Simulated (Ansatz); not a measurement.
## Lattice dynamics at Γ of LiCl (h-MgO type)

Perturbation theory with PBEsol in Ansatz 0.2.0 on the PBEsol cell, ground state and force constants on a 6×6×4 mesh. No spin polarisation. The prototype was imposed, so other structures may be more stable.

The symmetry is P6_3/mmc (No. 194, hexagonal); a = 4.154 Å, c = 5.147 Å in the conventional setting, 19.22 Å³ an atom. Li has 5 Cl at 2.40–2.57 Å; Cl has 5 Li at 2.40–2.57 Å.

```xyz
4
Lattice="4.1536 0.0000 0.0000 -2.0768 3.5972 0.0000 0.0000 0.0000 5.1468" Properties=species:S:1:pos:R:3 pbc="T T T"
Li    0.0000    2.3981    1.2867
Li    2.0768    1.1991    3.8601
Cl    2.0768    1.1991    1.2867
Cl    0.0000    2.3981    3.8601
```

Optical modes without the longitudinal term:

| ω (cm⁻¹) | degeneracy | IR intensity, summed over the level ((D/Å)²/amu) |
| --- | --- | --- |
| 121 | 2 | 0.00 |
| 132 | 1 | 11.27 |
| 180 | 1 | 0.00 |
| 199 | 1 | 0.00 |
| 315 | 2 | 0.00 |
| 316 | 2 | 16.59 |

All optical modes at Γ are real, from 121 to 316 cm⁻¹ without the longitudinal term; this says nothing of other wave vectors. With the long-range field the highest mode reaches 435 cm⁻¹. Of the real levels 2 are infrared active, the strongest at 316 cm⁻¹.

The electronic dielectric tensor ε∞ is 2.58 along x and y, 2.78 along z. With the ions relaxed, ε⁰ is 4.9 along x and y, 20.7 along z. Born charges, averaged over directions: Li +1.08, Cl -1.08 e.

For comparison, on the r2SCAN cell the mean ε∞ is 2.48 with r2SCAN (ground state on 6×6×4; least gap 6.30 eV), 2.58 with PBE (ground state on 6×6×4; least gap 5.65 eV).
